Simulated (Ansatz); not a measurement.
Response of Tl to small distortions

```
Tl
1.0
     3.45600    0.00000    0.00000
    -1.72800    2.99298    0.00000
     0.00000    0.00000    5.52500
Tl
2
Direct
  0.33333 0.66667 0.25000
  0.66667 0.33333 0.75000
```

Atom numbers follow the list: Tl1, Tl2.

Conventional cell: a = 3.456 Å, b = 3.456 Å, c = 5.525 Å, α = 90.00°, β = 90.00°, γ = 120.00°. Tl (atom 1) has 12 Tl at 3.41 to 3.46 Å as nearest neighbours.

Structure: COD 9008519, as refined from experiment and not relaxed.

Spin–orbit coupling is left out, though it moves levels of the heavy atoms by tenths of an eV or more.

Computed with Ansatz 0.2.0, DFT, LDA, all-electron LAPW, scalar-relativistic.

The runs use a Γ-centred 11×11×6 k mesh, Fermi–Dirac smearing of 0.05 eV, basis error target 0.5 meV/atom, no spin polarisation.

The unchanged cell is at -1.77 GPa.

In a metal, stresses and small energies carry noise from the k mesh.

x, y and z are the Cartesian axes of the cell as listed; fractional coordinates follow a strain, and an engineering shear is twice the off-diagonal strain component.

Q: With this change (equal xy, yz and zx engineering shear strains of -2 %), what becomes of the energy and stress and forces?

A: Energy change under 1 meV/atom; stress change (xx, yy, zz, yz, xz, xy) 0.06, 0.05, -0.08, 0.01, -0.01, -0.01 GPa, compression positive; change of the force on Tl1 (0.021, -0.002, 0.002) eV/Å.

Q: With this change (equal xy, yz and zx engineering shear strains of -1 %), what becomes of the energy and stress and forces?

A: Energy change under 1 meV/atom; stress change (xx, yy, zz, yz, xz, xy) 0.02, 0.01, -0.03, -0.04, -0.04, -0.03 GPa, compression positive; change of the force on Tl1 (0.010, -0.001, 0.001) eV/Å.

With equal xy, yz and zx engineering shear strains of +1 %: energy change under 1 meV/atom; stress change (xx, yy, zz, yz, xz, xy) 0.03, 0.00, -0.03, 0.00, 0.01, -0.01 GPa, compression positive.

Q: With this change (equal xy, yz and zx engineering shear strains of +2 %), what becomes of the energy and stress and forces?

A: Energy change under 1 meV/atom; stress change (xx, yy, zz, yz, xz, xy) 0.07, -0.01, -0.05, -0.07, -0.04, -0.07 GPa, compression positive; change of the force on Tl1 (-0.015, -0.001, 0.001) eV/Å.
